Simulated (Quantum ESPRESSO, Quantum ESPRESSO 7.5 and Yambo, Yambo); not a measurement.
# BN (Qingsongite): one start, several treatments of the self-energy

How much does the gap of BN (Qingsongite) depend on the approximation to the self-energy?

Program: Quantum ESPRESSO 7.5 and Yambo 5.3.0. Level of theory: PBE and many-body steps on it, plane waves. Results are calculated unless marked as measured.

## Step 1: Set-up

The structure is cubic, space group F-43m (No. 216). The conventional cell has a = 3.615 Å, b = 3.615 Å, c = 3.615 Å, α = 90.00°, β = 90.00°, γ = 90.00°. Nearest to B lie 4 N at 1.57 Å. N has 4 B at 1.57 Å nearest. Farther neighbours and most contacts between anions are not listed.

Structure file:

```cif
data_structure
_symmetry_space_group_name_H-M 'F-43m'
_symmetry_Int_Tables_number 216
_cell_length_a 3.6150
_cell_length_b 3.6150
_cell_length_c 3.6150
_cell_angle_alpha 90.000
_cell_angle_beta 90.000
_cell_angle_gamma 90.000
_cell_volume 47.24
loop_
_atom_site_label
_atom_site_type_symbol
_atom_site_symmetry_multiplicity
_atom_site_Wyckoff_symbol
_atom_site_fract_x
_atom_site_fract_y
_atom_site_fract_z
_atom_site_occupancy
B1 B 4 a 0.00000 0.00000 0.00000 1
N1 N 4 d 0.25000 0.25000 0.75000 1
```

The cell and positions come from the Crystallography Open Database and are kept as given unless a step says otherwise.

## Step 2: Empty states on the mesh, 10×10×10 mesh, 143 bands

This step: Quantum ESPRESSO 7.5; DFT, PBE, plane waves, norm-conserving pseudopotentials.

The sums over transitions need many empty states on a uniform mesh; this step solves for them.

Input file pw.in:

```
&control
  calculation = 'nscf'
  prefix = 'x'
  outdir = 'o'
  pseudo_dir = 'pseudo'
/
&system
  ibrav = 0
  nat = 2
  ntyp = 2
  ecutwfc = 72.0
  nbnd = 143
  force_symmorphic = .true.
/
&electrons
  conv_thr = 1e-9
  electron_maxstep = 80
  diago_full_acc = .true.
  diago_thr_init = 5e-6
/
ATOMIC_SPECIES
  B 10.81 B.upf
  N 14.007 N.upf
CELL_PARAMETERS angstrom
  -0.0000000000 1.8075000000 1.8075000000
  1.8075000000 0.0000000000 1.8075000000
  1.8075000000 1.8075000000 -0.0000000000
ATOMIC_POSITIONS crystal
  B 0.0000000000 0.0000000000 0.0000000000
  N 0.2500000000 0.2500000000 0.2500000000
K_POINTS automatic
  10 10 10 0 0 0
```

Started as:

```
OMP_NUM_THREADS=1 mpirun -n 8 pw.x -nk 4 -in pw.in > pw.out
```

Log:

```text
Program PWSCF v.7.5 starts

     This program is part of the open-source Quantum ESPRESSO suite
     for quantum simulation of materials; please cite
         "P. Giannozzi et al., J. Phys.:Condens. Matter 21 395502 (2009);
         "P. Giannozzi et al., J. Phys.:Condens. Matter 29 465901 (2017);
         "P. Giannozzi et al., J. Chem. Phys. 152 154105 (2020);
     in publications or presentations arising from this work. More details at

     Atomic positions and unit cell read from directory:
     o/x.save/

     Message from routine setup:
[...]
194.9141 195.4263 195.4263 197.7941 198.1078 198.6495 198.6495 200.3380
     [... 6 further rows ...]
   269.3325 269.3325 270.4985 274.0674 275.5195 275.5195 280.6660 281.1215
   281.1215 282.1629 282.1629 282.5070 286.6833 286.6833 287.6233

          k = 0.2121 0.2121-0.2121 (   827 PWs)   bands (ev):

     [... further k-points ...]

     highest occupied, lowest unoccupied level (ev):    11.1555   15.6904

     XML data file, pseudopotentials, collected wavefunctions

=------------------------------------------------------------------------------=
   JOB DONE.
=------------------------------------------------------------------------------=
```

It took 12 s on 8 MPI ranks of Arm Neoverse V1, shared host; peak memory 0.39 GiB.

Numbers from this step:

```
gap                                                           : 4.535 eV
k of the valence top                                          : 0, 0, 0
k of the conduction bottom                                    : 0, -0.5, -0.5
least direct gap                                              : 8.878 eV
k points computed                                             : 47
lowest point of the top converged band, above the valence top : 273.9612 eV
```

On this mesh the gap is 4.535 eV.

The density comes from a self-consistent run that is not shown.

## Step 3: Conversion and set-up

This step: Yambo 5.3.0; conversion and set-up on PBE, plane waves, norm-conserving pseudopotentials.

The states are converted to the many-body program's format and the q mesh is built.

Started as:

```
(cd o/x.save; p2y > p2y.log; mv SAVE ../..); yambo > setup.log
```

Log:

```text
 Yambo, version 5.3.0

 [02] CORE Variables Setup
 =========================

  [02.01] Unit cells
  ==================

  Cell kind             :  FCC
  Atoms in the cell     :  B  N
  number of B  atoms    :  1
  number of N  atoms    :  1

  List of atomic masses
  Mass of B     :  10.81000
  Mass of N     :  14.00700

  List of atomic coordinates    : [cc]
  B1       :  0.000000  0.000000  0.000000  order 1
  N1       :  1.707840  1.707840  1.707840  order 2

  Alat factors          :  3.415680  3.415680  3.415680 [a.u.]
  Direct lattice volume :  79.70059 [a.u.]
[...]
Q [ 1]         [rlu]:  0.000000  0.000000  0.000000
 Q [ 2]         [rlu]: -0.95704E-17 -0.95704E-17  0.10000
 Q [ 3]         [rlu]: -0.16719E-16 -0.16719E-16  0.20000
[...]
Q [ 8]         [rlu]: -0.10781E-16  0.10000      0.20000
 Q [ 9]         [rlu]: -0.16307E-17  0.10000      0.30000
 Q [10]         [rlu]:  0.86048E-18  0.10000      0.40000
     [... 35 further rows ...]
 Q [46]         [rlu]:  0.200000  0.400000 -0.300000
 Q [47]         [rlu]:  0.200000 -0.500000 -0.300000

  [03.01] X indexes
  =================

   [03.01.01] Sigma indexes
   ========================

 [06] Game Over & Game summary
```

It took 2.3 s on 1 MPI rank; peak memory 0.24 GiB.

## Step 4: G0W0, Godby-Needs plasmon pole

G0W0 replaces the xc potential by the self-energy, built once from these orbitals. Only a window of levels is corrected, while the sums run over the empty bands that the input names.

This step: G0W0 on PBE, plane waves, norm-conserving pseudopotentials.

Input file gw2.in:

```
HF_and_locXC
gw0
dyson
ppa
em1d
rim_cut
RandQpts= 1000000
RandGvec= 1 RL
EXXRLvcs= 72 Ry
VXCRLvcs= 288 Ry
Chimod= "HARTREE"
% BndsRnXp
 1 | 60 |
%
NGsBlkXp= 17 Ry
% LongDrXp
 1 | 1 | 1 |
%
% GbndRnge
 1 | 60 |
%
DysSolver= "n"
ExtendOut
PPAPntXp= 27.21138 eV
% QPkrange
 1 | 1 | 3 | 6 |
 31 | 31 | 3 | 6 |
%
```

Started as:

```
OMP_NUM_THREADS=1 mpirun -n 8 yambo -F gw2.in -J gw2 -C gw2 > gw2.log
```

Log:

```text
 Yambo, version 5.3.0

 [02] CORE Variables Setup
 =========================

  [... cell, symmetries and grids as in the set-up ...]

  [02.05] Energies & Occupations
  ==============================

  [X] === General ===
  [X] Electronic Temperature                        :  0.000000  0.000000 [eV K]
  [X] Bosonic    Temperature                        :  0.000000  0.000000 [eV K]
  [X] Finite Temperature mode                       : no
  [X] El. density                                   :  0.67737E+24 [cm-3]
  [X] Fermi Level                                   :  11.15554 [eV]

  [X] === Gaps and Widths ===
  [X] Conduction Band Min                           :  4.534824 [eV]
  [X] Valence Band Max                              :  0.000000 [eV]
  [X] Filled Bands                                  :   4
  [X] Empty Bands                                   :    5  143
  [X] Direct Gap                                    :  8.878136 [eV]
  [X] Direct Gap localized at k                     :  1
  [X] Indirect Gap                                  :  4.534824 [eV]
  [X] Indirect Gap between kpts                     :   1  31
  [X] Last valence band width                       :  6.366837 [eV]
  [X] 1st conduction band width                     :  6.090625 [eV]

 [03] Transferred momenta grid and indexing
 ==========================================

 IBZ Q-points                                      :   47
 BZ  Q-points                                      :  1000

 K/Q-points units:
 rlu = crystal or reduced units; cc = cartesian coordinates; iku = interal k-units

 Q [ 1]         [rlu]:  0.000000  0.000000  0.000000
 Q [ 2]         [rlu]: -0.95704E-17 -0.95704E-17  0.10000
 Q [ 3]         [rlu]: -0.16719E-16 -0.16719E-16  0.20000
 Q [ 4]         [rlu]:  0.86048E-18  0.86048E-18  0.30000
 Q [ 5]         [rlu]: -0.43125E-16 -0.43125E-16  0.40000
 Q [ 6]         [rlu]: -0.10686E-16 -0.10686E-16 -0.50000
 Q [ 7]         [rlu]: -0.86639E-17  0.10000      0.10000
 Q [ 8]         [rlu]: -0.10781E-16  0.10000      0.20000
 Q [ 9]         [rlu]: -0.16307E-17  0.10000      0.30000
 Q [10]         [rlu]:  0.86048E-18  0.10000      0.40000
     [... 35 further rows ...]
 Q [46]         [rlu]:  0.200000  0.400000 -0.300000
 Q [47]         [rlu]:  0.200000 -0.500000 -0.300000

 [04] Coloumb potential Random Integration (RIM)
 ===============================================

  [04.01] RIM initialization
  ==========================

  * Diagonal components only detected *

  8 x (sBL volume)        :  0.024898 [a.u.]
  sBZ random points       :  1000000
  Points outside the sBZ  :   7999624
  RL volume               :  3.112276 [a.u.]
  Integrated volume       :  3.112422 [a.u.]

  [04.02] RIM integrals
  =====================

  Gamma point sphere radius             :  0.052967 [a.u.]
  Points outside the sphere             :   799635
  [Int_sBZ(q=0) 1/q^2]*(Vol_sBZ)^(-1/3) =:  7.763403
                                 should be <:  7.795600

  Summary of Coulomb integrals for non-metallic bands |Q|[au] RIM/Bare

  Q [1] 0.100000E-4 0.995870 * Q [2] 0.159306 1.065375
  Q [7] 0.183951 1.063621 * Q [15] 0.260146 1.025346
  Q [8] 0.305049 1.019240 * Q [3] 0.318613 1.016906
  Q [16] 0.367902 1.013309 * Q [14] 0.400912 1.010248
  Q [32] 0.411327 1.010321 * Q [9] 0.450587 1.008591
  Q [17] 0.477919 1.007725 * Q [4] 0.477919 1.007625
[...]
Q [26] 0.915146 1.001909 * Q [31] 0.919756 1.002012
  Q [43] 0.919756 1.001892 * Q [44] 0.937971 1.001952
  Q [46] 0.951403 1.001765 * Q [30] 0.955839 1.001956
  Q [47] 0.990608 1.001767

 [WARNING] [Xp] User bands 1-60 break level degeneracy

 [05] Dipoles
 ============

  [05.01] Setup: observables and procedures
  =========================================

 [06] Dynamic Dielectric Matrix (PPA)
 ====================================

 [SLK-Inversion]  Pools        :  2
 [SLK-Inversion]  BLACS grid   :  2  2

 [WR./gw2//ndb.pp]---------------------------------------------------------------
  Brillouin Zone Q/K grids (IBZ/BZ)                :    47  1000    47  1000
  RL vectors                                       :  1211 [WF]
  Coulomb cutoff potential                         : none
  Electronic Temperature                           :  0.000000 [K]
  Bosonic    Temperature                           :  0.000000 [K]
  PPA    diel. fun.  energies                      : Perdew, Burke & Ernzerhof(X)+Perdew, Burke & Ernzerhof(C)
  wavefunctions                                    : Perdew, Burke & Ernzerhof(X)+Perdew, Burke & Ernzerhof(C)
  Global Gauge                                     : length
  X matrix size                                    :  137
  X band range                                     :    1   60
  X e/h energy range                               : -1.000000 -1.000000 [eV]
  X Time ordering                                  : R
  X Hxc Kernel                                     : HARTREE
  X Drude frequency                                :  0.000000  0.000000
  X poles                                          :  100.0000 [o/o]
  RL vectors in the sum                            :  1211
  [r,Vnl] included                                 : yes
  Field direction                                  :  0.577350E-5  0.577350E-5  0.577350E-5
  BZ energy Double Grid                            : no
  BZ energy DbGd points                            : 0
  BZ Q point size factor                           : -1.000000
  X Optical Averaged directions                    : none

 [07] Local Exchange-Correlation + Non-Local Fock
 ================================================

 [VXC] Plane waves :   6615
 [EXS] Plane waves :   893

 QP @ state[ 1 ] K range:  1  1
 QP @ state[ 1 ] b range:   3   6
 QP @ state[ 2 ] K range:  31  31
 QP @ state[ 2 ] b range:   3   6

 [xc] Functional : Perdew, Burke & Ernzerhof(X)+Perdew, Burke & Ernzerhof(C)
 [xc] LIBXC used to calculate xc functional
  PP Number of Atomic Species                      :  2
  NLCC RL compoments                               :   6615
  PP Number of Atomic Species                      :  2
  NLCC RL compoments                               :   6615

 [xc] E_xc :  -3.728768 [Ha]
      E_xc :  -7.457535 [Ry]

  Local XC kind (lXC) : Perdew, Burke & Ernzerhof(X)+Perdew, Burke & Ernzerhof(C)
  Non-Local XC kind (nlXC) : Hartree-Fock

  Corrections @ K [1] :  [eV]
 <3|nlXC|3> = -22.02077 -0.85936E-17 <3|lXC|3> = -18.51941 -0.75527E-15
 <4|nlXC|4> = -22.02078 -0.33345E-17 <4|lXC|4> = -18.51941  0.000000
 <5|nlXC|5> = -7.184726 -0.73215E-18 <5|lXC|5> = -13.77832 -0.18882E-15
 <6|nlXC|6> = -7.184727 -0.52443E-18 <6|lXC|6> = -13.77832  0.23602E-16

  Corrections @ K [31] :  [eV]
 <3|nlXC|3> = -21.61696 -0.90501E-18 <3|lXC|3> = -16.49611 -0.10031E-15
 <4|nlXC|4> = -21.61696  0.16424E-16 <4|lXC|4> = -16.49611 -0.10621E-15
 <5|nlXC|5> = -7.430741 -0.29971E-18 <5|lXC|5> = -12.57005  0.23602E-16
 <6|nlXC|6> = -6.801006 -0.27387E-18 <6|lXC|6> = -12.69606  0.28323E-15

 [08] Dyson equation: Newton solver
 ==================================

  [08.01] G0W0 (W PPA)
  ====================

  [  GW  ] Bands range     :    1   60
  [GW/PPA] G damping       :  0.100000 [eV]

  QP @ state[ 1 ] K range:  1  1
  QP @ state[ 1 ] b range:   3   6
  QP @ state[ 2 ] K range:  31  31
  QP @ state[ 2 ] b range:   3   6

   Sc/G bands                                       :    1   60
   Sc/G damping                                     :  0.100000 ev
   Sc bands terminator                              : no
   Sx RL components                                 :   893

   QP @ state[ 1 ] K range                          :  1  1
   QP @ state[ 1 ] b range                          :   3   6
   QP @ state[ 2 ] K range                          :  31  31
   QP @ state[ 2 ] b range                          :   3   6
   GF energies kind                                 : Perdew, Burke & Ernzerhof(X)+Perdew, Burke & Ernzerhof(C)
   GF WF`s kind                                     : Perdew, Burke & Ernzerhof(X)+Perdew, Burke & Ernzerhof(C)
   Xs energies kind                                 : Perdew, Burke & Ernzerhof(X)+Perdew, Burke & Ernzerhof(C)
   Xs WF`s kind                                     : Perdew, Burke & Ernzerhof(X)+Perdew, Burke & Ernzerhof(C)

 [11] Game Over & Game summary
```

The job ended after 2.9 min (8 MPI ranks; peak memory 2.6 GiB; 23 min of CPU time).

This step gave:

```yaml
g0w0_gap_on_the_points_computed: 5.993 eV
starting_gap_on_the_mesh: 4.535 eV
k_of_the_valence_top: 0, 0, 0
k_of_the_conduction_bottom: 0, -0.5, -0.5
least_direct_g0w0_gap_on_the_computed_points: 10.92 eV
z_at_the_valence_top: 0.8268
z_at_the_conduction_bottom: 0.8537
```

The gap on the mesh goes from 4.53 eV to 5.99 eV, a correction of +1.46 eV.

(Continued in part 2 of 2.)

[Paths, hosts, dates, memory and timing lines, banners, echoed tables and standing remarks are left out of the program output.]

[Logs are printed without paths, hosts, clocks, repeated set-up lines and the standing remarks that a program may print on its own settings, such as how far it seeks lower states.]

[Runs of the session that timed out or met a known fault of the program may be left out.]

[Hosts, paths, dates, database ids (printed as entryN), source tags and the programs' standing remarks are cut or masked in the printed files.]
